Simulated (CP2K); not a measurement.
Crystal: W2C.

```
W C
1.0
     3.07005    0.00000    0.00000
    -1.53502    2.65874    0.00000
     0.00000    0.00000    4.67843
W C
2 1
Direct
  0.66667 0.33333 0.25367
  0.33333 0.66667 0.74633
  0.00000 0.00000 0.00000
```

The cell comes from a database or a generator and needn't be the stable form of this composition.

| Item | Value |
| --- | --- |
| Program | CP2K 2026.2 |
| Task | single point |
| Functional | PBE |
| Potentials or basis | POTENTIAL_UZH W GTH-PBE-q14, C GTH-PBE-q4; TZVP-MOLOPT-PBE-GTH basis |
| Density cutoff | 6123 eV |
| k mesh | 10 × 10 × 6 |
| Occupations | fermi-dirac, width 0.05 eV |
| Spin | no spin polarisation |

On this cell: pressure -4.0 GPa; largest force 0.016 eV/Å; band gap on the k mesh none (metal or under the smearing width).

The same run follows on a disturbed copy (atoms moved at random, drawn with an rms of 0.05 Å):

```
W C
1.0
     3.07005    0.00000    0.00000
    -1.53502    2.65874    0.00000
     0.00000    0.00000    4.67843
W C
2 1
Direct
  0.67577 0.34560 0.24777
  0.31756 0.65626 0.74355
  0.99988 0.00368 0.99864
```

**Question.** What does the disturbed cell give?

**Answer.** The energy (extrapolated to zero smearing) moves by +4.1 meV/atom; pressure -3.2 GPa; largest force 0.409 eV/Å; band gap on the k mesh none (metal or under the smearing width).

Forces in eV/Å, atoms in the order of the input:
```
W   -0.109 -0.217  0.329
W    0.178  0.327 -0.111
C   -0.068 -0.112 -0.217
```

Stress tensor (GPa, compression positive):
```
-4.51 -0.52 -1.18
-0.52 -2.68 -1.98
-1.18 -1.98 -2.42
```

Caveats: the basis of atomic orbitals isn't converged, which shifts pressures, moduli and gaps.
